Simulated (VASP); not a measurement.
Runs of VASP 6.6.1 on Mg. It takes space group P6_3/mmc (No. 194, hexagonal). The conventional cell has a = 3.209 Å, b = 3.209 Å, c = 5.210 Å, α = 90.00°, β = 90.00°, γ = 120.00°. Mg (site symmetry -6m2) has 12 Mg at 3.20 to 3.21 Å as nearest neighbours. 

```csv
task,level,potentials or basis,cell,k mesh,cutoff (eV),smearing,grid for exact exchange (PRECFOCK),exchange at q = 0,mesh quality,gap on the mesh (eV),pressure (GPa)
single point,PBE,"VASP PAW PBE potentials, release 64 (Mg)",as given,10 × 10 × 5,520,gaussian 0.023 eV,-,-,not flagged,none,-0.6
single point,PBE,"VASP PAW PBE potentials, release 64 (Mg)",as given,10 × 10 × 5,520,gaussian 0.027 eV,-,-,not flagged,none,-0.6
band structure,LAK,"VASP PAW PBE potentials, release 64 (Mg)",as given,10 × 10 × 5,520,fermi-dirac 0.05 eV,-,-,not flagged,-,-1.6
single point,PBE,"VASP PAW PBE potentials, release 64 (Mg)",as given,10 × 10 × 5,520,gaussian 0.012 eV,-,-,not flagged,none,-0.6
relaxation of cell and atoms,PBE,"VASP PAW PBE potentials, release 54 (Mg)",relaxed,10 × 10 × 5,580,fermi-dirac 0.05 eV,-,-,not flagged,none,0.0
band structure,SCAN0,"VASP PAW PBE potentials, release 64 (Mg)",as given,5 × 5 × 3,520,fermi-dirac 0.05 eV,Fast,default,coarse,-,(a)
```

Alike in all rows: no spin polarisation.

Problem. Fill in the values left out.

Solution. (a) -1.2.

Caveats: some runs use coarse meshes; the PAW data sets were made with another functional, which shifts forces and pressure a little (some runs); an unscreened hybrid on a path of extra k points without a Coulomb cutoff has errors near the mesh points, so the bands along the path aren't reliable (some runs).

A gap of «none» marks a metal or a gap under the smearing width.
